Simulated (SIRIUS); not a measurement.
# PtS2 (P-3m1) in SIRIUS: equation of state, part 3 of 4

SIRIUS 7.12.0. The steps go on from the part before.

### 5 Equation of state, PBEsol, 18.63 Å³/atom (volume scaled by 1.02)

sirius.json reads:

```json
{
  "control": {
    "processing_unit": "cpu",
    "std_evp_solver_name": "lapack",
    "gen_evp_solver_name": "lapack",
    "verbosity": 2,
    "print_forces": false,
    "ortho_rf": true,
    "use_second_variation": true,
    "rmt_max": 3.0,
    "num_bands_to_print": 24,
    "save_wf": true
  },
  "parameters": {
    "electronic_structure_method": "full_potential_lapwlo",
    "xc_functionals": ["XC_GGA_X_PBE_SOL", "XC_GGA_C_PBE_SOL"],
    "core_relativity": "dirac",
    "valence_relativity": "iora",
    "num_fv_states": 40,
    "smearing": "fermi_dirac",
    "smearing_width": 0.0018374661,
    "pw_cutoff": 21,
    "gk_cutoff": 4.04,
    "lmax_apw": 11,
    "lmax_rho": 8,
    "lmax_pot": 8,
    "num_mag_dims": 0,
    "auto_rmt": 0,
    "ngridk": [9, 9, 5],
    "shiftk": [0, 0, 0],
    "num_dft_iter": 80,
    "energy_tol": 1e-07,
    "density_tol": 1e-05,
    "use_symmetry": true
  },
  "settings": {"tol_ne": 1e-10},
  "iterative_solver": {"type": "exact"},
  "mixer": {"type": "anderson", "beta": 0.5, "max_history": 8},
  "unit_cell": {
    "lattice_vectors": [[6.7400211328, 0.0, 0.0], [-3.3700105665, 5.8370295231, 0.0], [0.0, 0.0, 9.5850131192]],
    "atom_types": ["Pt", "S"],
    "atom_files": {"Pt": "Pt.json", "S": "S.json"},
    "atoms": {"Pt": [[0.0, 0.0, 0.0]], "S": [[0.6666666667, 0.3333333333, 0.773], [0.3333333333, 0.6666666667, 0.227]]}
  }
}
```

Pt.json reads:

```json
{
  "name": "platinum",
  "symbol": "Pt",
  "number": 78,
  "mass": 195.084,
  "rmin": 1e-06,
  "rmt": 2.28,
  "nrmt": 800,
  "rinf": 13.69,
  "core": "1s2s2p3s3p3d4s4p4d",
  "valence": [
    {"basis": [{"enu": 0.05, "dme": 0, "n": 0, "auto": 0}, {"enu": 0.05, "dme": 1, "n": 0, "auto": 0}]},
    {"l": 0, "n": 1, "basis": [{"enu": 0.15, "dme": 0, "n": 0, "auto": 0}]},
    {"l": 1, "n": 2, "basis": [{"enu": 0.15, "dme": 0, "n": 0, "auto": 0}]},
    {"l": 2, "n": 3, "basis": [{"enu": 0.15, "dme": 0, "n": 0, "auto": 0}]},
    {"l": 3, "n": 4, "basis": [{"enu": 0.15, "dme": 0, "n": 0, "auto": 0}]},
    {"l": 4, "n": 5, "basis": [{"enu": 0.15, "dme": 0, "n": 0, "auto": 0}]}
  ],
  "lo": [
    {"l": 0, "basis": [{"enu": 0.15, "dme": 0, "n": 0, "auto": 0}, {"enu": 0.15, "dme": 1, "n": 0, "auto": 0}]},
    {
      "l": 0,
      "basis": [{"enu": -3.3687, "dme": 0, "n": 5, "auto": 1}, {"enu": -3.3687, "dme": 1, "n": 5, "auto": 1}]
    },
    {
      "l": 0,
      "basis": [{"enu": -3.3687, "dme": 1, "n": 5, "auto": 1}, {"enu": 0.15, "dme": 0, "n": 0, "auto": 0}]
    },
    {"l": 0, "basis": [{"enu": 0.15, "dme": 0, "n": 0, "auto": 0}, {"enu": 3.2279, "dme": 0, "n": 0, "auto": 0}]},
    {"l": 1, "basis": [{"enu": 0.15, "dme": 0, "n": 0, "auto": 0}, {"enu": 0.15, "dme": 1, "n": 0, "auto": 0}]},
    {
      "l": 1,
      "basis": [{"enu": -1.6942, "dme": 0, "n": 5, "auto": 1}, {"enu": -1.6942, "dme": 1, "n": 5, "auto": 1}]
    },
    {
      "l": 1,
      "basis": [{"enu": -1.6942, "dme": 1, "n": 5, "auto": 1}, {"enu": 0.15, "dme": 0, "n": 0, "auto": 0}]
    },
    {"l": 1, "basis": [{"enu": 0.15, "dme": 0, "n": 0, "auto": 0}, {"enu": 3.6896, "dme": 0, "n": 0, "auto": 0}]},
    {"l": 2, "basis": [{"enu": 0.15, "dme": 0, "n": 0, "auto": 0}, {"enu": 0.15, "dme": 1, "n": 0, "auto": 0}]},
    {"l": 2, "basis": [{"enu": 0.15, "dme": 1, "n": 0, "auto": 0}, {"enu": 0.15, "dme": 2, "n": 0, "auto": 0}]},
    {"l": 2, "basis": [{"enu": 0.15, "dme": 0, "n": 0, "auto": 0}, {"enu": 3.1509, "dme": 0, "n": 0, "auto": 0}]},
    {"l": 3, "basis": [{"enu": 0.15, "dme": 0, "n": 0, "auto": 0}, {"enu": 0.15, "dme": 1, "n": 0, "auto": 0}]},
    {
      "l": 3,
      "basis": [{"enu": -2.2356, "dme": 0, "n": 4, "auto": 1}, {"enu": -2.2356, "dme": 1, "n": 4, "auto": 1}]
    },
    {
      "l": 3,
      "basis": [{"enu": -2.2356, "dme": 1, "n": 4, "auto": 1}, {"enu": 0.15, "dme": 0, "n": 0, "auto": 0}]
    },
    {"l": 3, "basis": [{"enu": 0.15, "dme": 0, "n": 0, "auto": 0}, {"enu": 4.6129, "dme": 0, "n": 0, "auto": 0}]},
    {"l": 4, "basis": [{"enu": 0.15, "dme": 0, "n": 0, "auto": 0}, {"enu": 0.15, "dme": 1, "n": 0, "auto": 0}]},
    {"l": 4, "basis": [{"enu": 0.15, "dme": 0, "n": 0, "auto": 0}, {"enu": 3.8434, "dme": 0, "n": 0, "auto": 0}]}
  ],
  "free_atom": [... radial grid and density of the free atom, the start of the SCF ...]
}
```

S.json reads:

```json
{
  "name": "sulphur",
  "symbol": "S",
  "number": 16,
  "mass": 32.065,
  "rmin": 1e-06,
  "rmt": 1.98,
  "nrmt": 800,
  "rinf": 13.52,
  "core": "1s",
  "valence": [
    {"basis": [{"enu": 0.05, "dme": 0, "n": 0, "auto": 0}, {"enu": 0.05, "dme": 1, "n": 0, "auto": 0}]},
    {"l": 0, "n": 1, "basis": [{"enu": 0.0134, "dme": 0, "n": 0, "auto": 0}]},
    {"l": 1, "n": 2, "basis": [{"enu": 0.15, "dme": 0, "n": 0, "auto": 0}]},
    {"l": 2, "n": 3, "basis": [{"enu": 0.15, "dme": 0, "n": 0, "auto": 0}]},
    {"l": 3, "n": 4, "basis": [{"enu": 0.15, "dme": 0, "n": 0, "auto": 0}]}
  ],
  "lo": [
    {
      "l": 0,
      "basis": [{"enu": 0.0134, "dme": 0, "n": 0, "auto": 0}, {"enu": 0.0134, "dme": 1, "n": 0, "auto": 0}]
    },
    {
      "l": 0,
      "basis": [{"enu": 0.0134, "dme": 1, "n": 0, "auto": 0}, {"enu": 0.0134, "dme": 2, "n": 0, "auto": 0}]
    },
    {
      "l": 0,
      "basis": [{"enu": -7.3263, "dme": 0, "n": 2, "auto": 1}, {"enu": -7.3263, "dme": 1, "n": 2, "auto": 1}]
    },
    {
      "l": 0,
      "basis": [{"enu": 0.0134, "dme": 0, "n": 0, "auto": 0}, {"enu": 3.0743, "dme": 0, "n": 0, "auto": 0}]
    },
    {"l": 1, "basis": [{"enu": 0.15, "dme": 0, "n": 0, "auto": 0}, {"enu": 0.15, "dme": 1, "n": 0, "auto": 0}]},
    {
      "l": 1,
      "basis": [{"enu": -5.3382, "dme": 0, "n": 2, "auto": 1}, {"enu": -5.3382, "dme": 1, "n": 2, "auto": 1}]
    },
    {
      "l": 1,
      "basis": [{"enu": -5.3382, "dme": 1, "n": 2, "auto": 1}, {"enu": 0.15, "dme": 0, "n": 0, "auto": 0}]
    },
    {"l": 1, "basis": [{"enu": 0.15, "dme": 0, "n": 0, "auto": 0}, {"enu": 4.8434, "dme": 0, "n": 0, "auto": 0}]},
    {"l": 2, "basis": [{"enu": 0.15, "dme": 0, "n": 0, "auto": 0}, {"enu": 0.15, "dme": 1, "n": 0, "auto": 0}]},
    {"l": 2, "basis": [{"enu": 0.15, "dme": 1, "n": 0, "auto": 0}, {"enu": 0.15, "dme": 2, "n": 0, "auto": 0}]},
    {"l": 2, "basis": [{"enu": 0.15, "dme": 0, "n": 0, "auto": 0}, {"enu": 4.1292, "dme": 0, "n": 0, "auto": 0}]},
    {"l": 3, "basis": [{"enu": 0.15, "dme": 0, "n": 0, "auto": 0}, {"enu": 0.15, "dme": 1, "n": 0, "auto": 0}]}
  ],
  "free_atom": [... radial grid and density of the free atom, the start of the SCF ...]
}
```

sirius_start.json reads:

```json
{
  "control": {
    "processing_unit": "cpu",
    "std_evp_solver_name": "lapack",
    "gen_evp_solver_name": "lapack",
    "verbosity": 1,
    "print_forces": false,
    "ortho_rf": true,
    "use_second_variation": true,
    "rmt_max": 3.0,
    "num_bands_to_print": 24,
    "save_wf": false
  },
  "parameters": {
    "electronic_structure_method": "full_potential_lapwlo",
    "xc_functionals": ["XC_LDA_X", "XC_LDA_C_PW"],
    "core_relativity": "dirac",
    "valence_relativity": "iora",
    "num_fv_states": 40,
    "smearing": "fermi_dirac",
    "smearing_width": 0.0055123983,
    "pw_cutoff": 21,
    "gk_cutoff": 3.23,
    "lmax_apw": 11,
    "lmax_rho": 8,
    "lmax_pot": 8,
    "num_mag_dims": 0,
    "auto_rmt": 0,
    "ngridk": [4, 4, 2],
    "shiftk": [0, 0, 0],
    "num_dft_iter": 30,
    "energy_tol": 0.01,
    "density_tol": 0.05,
    "use_symmetry": true
  },
  "settings": {"tol_ne": 1e-10},
  "iterative_solver": {"type": "exact"},
  "mixer": {"type": "anderson", "beta": 0.5, "max_history": 8},
  "unit_cell": {
    "lattice_vectors": [[6.7400211328, 0.0, 0.0], [-3.3700105665, 5.8370295231, 0.0], [0.0, 0.0, 9.5850131192]],
    "atom_types": ["Pt", "S"],
    "atom_files": {"Pt": "Pt.json", "S": "S.json"},
    "atoms": {"Pt": [[0.0, 0.0, 0.0]], "S": [[0.6666666667, 0.3333333333, 0.773], [0.3333333333, 0.6666666667, 0.227]]}
  }
}
```

Run with:

```console
$ OMP_NUM_THREADS=1 sirius.scf --input=sirius_start.json --output=start.json
$ OMP_NUM_THREADS=1 sirius.scf --input=sirius.json --output=output.json --task=1
```

Wall time 3.2 min (1 thread of Arm Neoverse V2, shared host); peak memory 0.81 GiB.

It converged, with:

* Free energy: -523513.1096 eV
* Band gap on the k mesh: 0.94 eV, indirect (least direct gap 0.98 eV)
* All electrons inside the program's atomic spheres: Pt 75.77; S 13.81 (radii Pt 2.28, S 1.98 bohr)

Caveat: spin-orbit coupling is left out, which moves the levels of the heavy elements; an odd mesh through Γ misses points on the zone boundary, where band edges often lie.

### 6 Equation of state, PBEsol, 18.99 Å³/atom (volume scaled by 1.04)

sirius.json, as its differences from that of step 5:

```diff
@@ -39,3 +39,3 @@
   "unit_cell": {
-    "lattice_vectors": [[6.7400211328, 0.0, 0.0], [-3.3700105665, 5.8370295231, 0.0], [0.0, 0.0, 9.5850131192]],
+    "lattice_vectors": [[6.7837887302, 0.0, 0.0], [-3.3918943651, 5.8749333744, 0.0], [0.0, 0.0, 9.6472552083]],
     "atom_types": ["Pt", "S"],
```

Pt.json reads:

```json
{
  "name": "platinum",
  "symbol": "Pt",
  "number": 78,
  "mass": 195.084,
  "rmin": 1e-06,
  "rmt": 2.28,
  "nrmt": 800,
  "rinf": 13.69,
  "core": "1s2s2p3s3p3d4s4p4d",
  "valence": [
    {"basis": [{"enu": 0.04, "dme": 0, "n": 0, "auto": 0}, {"enu": 0.04, "dme": 1, "n": 0, "auto": 0}]},
    {"l": 0, "n": 1, "basis": [{"enu": 0.14, "dme": 0, "n": 0, "auto": 0}]},
    {"l": 1, "n": 2, "basis": [{"enu": 0.14, "dme": 0, "n": 0, "auto": 0}]},
    {"l": 2, "n": 3, "basis": [{"enu": 0.14, "dme": 0, "n": 0, "auto": 0}]},
    {"l": 3, "n": 4, "basis": [{"enu": 0.14, "dme": 0, "n": 0, "auto": 0}]},
    {"l": 4, "n": 5, "basis": [{"enu": 0.14, "dme": 0, "n": 0, "auto": 0}]}
  ],
  "lo": [
    {"l": 0, "basis": [{"enu": 0.14, "dme": 0, "n": 0, "auto": 0}, {"enu": 0.14, "dme": 1, "n": 0, "auto": 0}]},
    {
      "l": 0,
      "basis": [{"enu": -3.3787, "dme": 0, "n": 5, "auto": 1}, {"enu": -3.3787, "dme": 1, "n": 5, "auto": 1}]
    },
    {
      "l": 0,
      "basis": [{"enu": -3.3787, "dme": 1, "n": 5, "auto": 1}, {"enu": 0.14, "dme": 0, "n": 0, "auto": 0}]
    },
    {"l": 0, "basis": [{"enu": 0.14, "dme": 0, "n": 0, "auto": 0}, {"enu": 3.2179, "dme": 0, "n": 0, "auto": 0}]},
    {"l": 1, "basis": [{"enu": 0.14, "dme": 0, "n": 0, "auto": 0}, {"enu": 0.14, "dme": 1, "n": 0, "auto": 0}]},
    {
      "l": 1,
      "basis": [{"enu": -1.7042, "dme": 0, "n": 5, "auto": 1}, {"enu": -1.7042, "dme": 1, "n": 5, "auto": 1}]
    },
    {
      "l": 1,
      "basis": [{"enu": -1.7042, "dme": 1, "n": 5, "auto": 1}, {"enu": 0.14, "dme": 0, "n": 0, "auto": 0}]
    },
    {"l": 1, "basis": [{"enu": 0.14, "dme": 0, "n": 0, "auto": 0}, {"enu": 3.6796, "dme": 0, "n": 0, "auto": 0}]},
    {"l": 2, "basis": [{"enu": 0.14, "dme": 0, "n": 0, "auto": 0}, {"enu": 0.14, "dme": 1, "n": 0, "auto": 0}]},
    {"l": 2, "basis": [{"enu": 0.14, "dme": 1, "n": 0, "auto": 0}, {"enu": 0.14, "dme": 2, "n": 0, "auto": 0}]},
    {"l": 2, "basis": [{"enu": 0.14, "dme": 0, "n": 0, "auto": 0}, {"enu": 3.1409, "dme": 0, "n": 0, "auto": 0}]},
    {"l": 3, "basis": [{"enu": 0.14, "dme": 0, "n": 0, "auto": 0}, {"enu": 0.14, "dme": 1, "n": 0, "auto": 0}]},
    {
      "l": 3,
      "basis": [{"enu": -2.2456, "dme": 0, "n": 4, "auto": 1}, {"enu": -2.2456, "dme": 1, "n": 4, "auto": 1}]
    },
    {
      "l": 3,
      "basis": [{"enu": -2.2456, "dme": 1, "n": 4, "auto": 1}, {"enu": 0.14, "dme": 0, "n": 0, "auto": 0}]
    },
    {"l": 3, "basis": [{"enu": 0.14, "dme": 0, "n": 0, "auto": 0}, {"enu": 4.6029, "dme": 0, "n": 0, "auto": 0}]},
    {"l": 4, "basis": [{"enu": 0.14, "dme": 0, "n": 0, "auto": 0}, {"enu": 0.14, "dme": 1, "n": 0, "auto": 0}]},
    {"l": 4, "basis": [{"enu": 0.14, "dme": 0, "n": 0, "auto": 0}, {"enu": 3.8334, "dme": 0, "n": 0, "auto": 0}]}
  ],
  "free_atom": [... radial grid and density of the free atom, the start of the SCF ...]
}
```

S.json reads:

```json
{
  "name": "sulphur",
  "symbol": "S",
  "number": 16,
  "mass": 32.065,
  "rmin": 1e-06,
  "rmt": 1.98,
  "nrmt": 800,
  "rinf": 13.52,
  "core": "1s",
  "valence": [
    {"basis": [{"enu": 0.04, "dme": 0, "n": 0, "auto": 0}, {"enu": 0.04, "dme": 1, "n": 0, "auto": 0}]},
    {"l": 0, "n": 1, "basis": [{"enu": 0.0034, "dme": 0, "n": 0, "auto": 0}]},
    {"l": 1, "n": 2, "basis": [{"enu": 0.14, "dme": 0, "n": 0, "auto": 0}]},
    {"l": 2, "n": 3, "basis": [{"enu": 0.14, "dme": 0, "n": 0, "auto": 0}]},
    {"l": 3, "n": 4, "basis": [{"enu": 0.14, "dme": 0, "n": 0, "auto": 0}]}
  ],
  "lo": [
    {
      "l": 0,
      "basis": [{"enu": 0.0034, "dme": 0, "n": 0, "auto": 0}, {"enu": 0.0034, "dme": 1, "n": 0, "auto": 0}]
    },
    {
      "l": 0,
      "basis": [{"enu": 0.0034, "dme": 1, "n": 0, "auto": 0}, {"enu": 0.0034, "dme": 2, "n": 0, "auto": 0}]
    },
    {
      "l": 0,
      "basis": [{"enu": -7.3363, "dme": 0, "n": 2, "auto": 1}, {"enu": -7.3363, "dme": 1, "n": 2, "auto": 1}]
    },
    {
      "l": 0,
      "basis": [{"enu": 0.0034, "dme": 0, "n": 0, "auto": 0}, {"enu": 3.0643, "dme": 0, "n": 0, "auto": 0}]
    },
    {"l": 1, "basis": [{"enu": 0.14, "dme": 0, "n": 0, "auto": 0}, {"enu": 0.14, "dme": 1, "n": 0, "auto": 0}]},
    {
      "l": 1,
      "basis": [{"enu": -5.3482, "dme": 0, "n": 2, "auto": 1}, {"enu": -5.3482, "dme": 1, "n": 2, "auto": 1}]
    },
    {
      "l": 1,
      "basis": [{"enu": -5.3482, "dme": 1, "n": 2, "auto": 1}, {"enu": 0.14, "dme": 0, "n": 0, "auto": 0}]
    },
    {"l": 1, "basis": [{"enu": 0.14, "dme": 0, "n": 0, "auto": 0}, {"enu": 4.8334, "dme": 0, "n": 0, "auto": 0}]},
    {"l": 2, "basis": [{"enu": 0.14, "dme": 0, "n": 0, "auto": 0}, {"enu": 0.14, "dme": 1, "n": 0, "auto": 0}]},
    {"l": 2, "basis": [{"enu": 0.14, "dme": 1, "n": 0, "auto": 0}, {"enu": 0.14, "dme": 2, "n": 0, "auto": 0}]},
    {"l": 2, "basis": [{"enu": 0.14, "dme": 0, "n": 0, "auto": 0}, {"enu": 4.1192, "dme": 0, "n": 0, "auto": 0}]},
    {"l": 3, "basis": [{"enu": 0.14, "dme": 0, "n": 0, "auto": 0}, {"enu": 0.14, "dme": 1, "n": 0, "auto": 0}]}
  ],
  "free_atom": [... radial grid and density of the free atom, the start of the SCF ...]
}
```

sirius_start.json, as its differences from that of step 5:

```diff
@@ -39,3 +39,3 @@
   "unit_cell": {
-    "lattice_vectors": [[6.7400211328, 0.0, 0.0], [-3.3700105665, 5.8370295231, 0.0], [0.0, 0.0, 9.5850131192]],
+    "lattice_vectors": [[6.7837887302, 0.0, 0.0], [-3.3918943651, 5.8749333744, 0.0], [0.0, 0.0, 9.6472552083]],
     "atom_types": ["Pt", "S"],
```

Potentials or basis: all-electron FP-LAPW, apw+lo standard.

Run with:

```console
$ OMP_NUM_THREADS=1 sirius.scf --input=sirius_start.json --output=start.json
$ OMP_NUM_THREADS=1 sirius.scf --input=sirius.json --output=output.json --task=1
```

Run time: 3 min. Hardware: 1 thread of Arm Neoverse V2, shared host; peak memory 0.82 GiB.

It converged, with:

| Item | Value |
| --- | --- |
| Free energy | -523513.1215 eV |
| Band gap on the k mesh | 0.92 eV, indirect (least direct gap 0.96 eV) |
| All electrons inside the program's atomic spheres | Pt 75.74; S 13.80 (radii Pt 2.28, S 1.98 bohr) |

Caveat: spin-orbit coupling is left out, which moves the levels of the heavy elements; an odd mesh through Γ misses points on the zone boundary, where band edges often lie.

(Part 3 of 4 ends here.)
